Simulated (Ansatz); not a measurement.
**Strain response of TiAl₂**

All numbers below come from Ansatz 0.2.0, DFT PBEsol, scalar-relativistic, plane waves, PAW. Run with 420 eV cutoff, 10×4×10 k-mesh, Gaussian smearing of 0.10 eV, no spin polarisation.

The relaxed crystal:

```
Ti Al
1.0
     3.90067    0.00000    0.00000
     0.00000   12.05255    0.00000
     0.00000    0.00000    3.97242
Ti Al
4 8
Direct
  0.50000 0.84378 0.00000
  0.00000 0.65622 0.00000
  0.00000 0.34378 0.00000
  0.50000 0.15622 0.00000
  0.00000 0.00000 0.00000
  0.50000 0.67290 0.50000
  0.00000 0.82710 0.50000
  0.50000 0.00000 0.50000
  0.50000 0.50000 0.00000
  0.00000 0.17290 0.50000
  0.50000 0.32710 0.50000
  0.00000 0.50000 0.50000
```

Deformation: uniaxial strain along c, with the lengths of a and b and the atoms relaxed and the angles held, all within the symmetry that the strain leaves. Energies are extrapolated to zero smearing.

**Question.** Give the structure at -2.0 %.

**Answer.**
```
Ti Al
1.0
     3.92452    0.00000    0.00000
     0.00000   12.11040    0.00000
     0.00000    0.00000    3.89298
Ti Al
4 8
Direct
  0.50000 0.84424 0.00000
  0.00000 0.65576 0.00000
  0.00000 0.34424 0.00000
  0.50000 0.15576 0.00000
  0.00000 0.00000 0.00000
  0.50000 0.67306 0.50000
  0.00000 0.82694 0.50000
  0.50000 0.00000 0.50000
  0.50000 0.50000 0.00000
  0.00000 0.17306 0.50000
  0.50000 0.32694 0.50000
  0.00000 0.50000 0.50000
```
Space group Cmmm (65), 3.3 meV/atom over the relaxed crystal.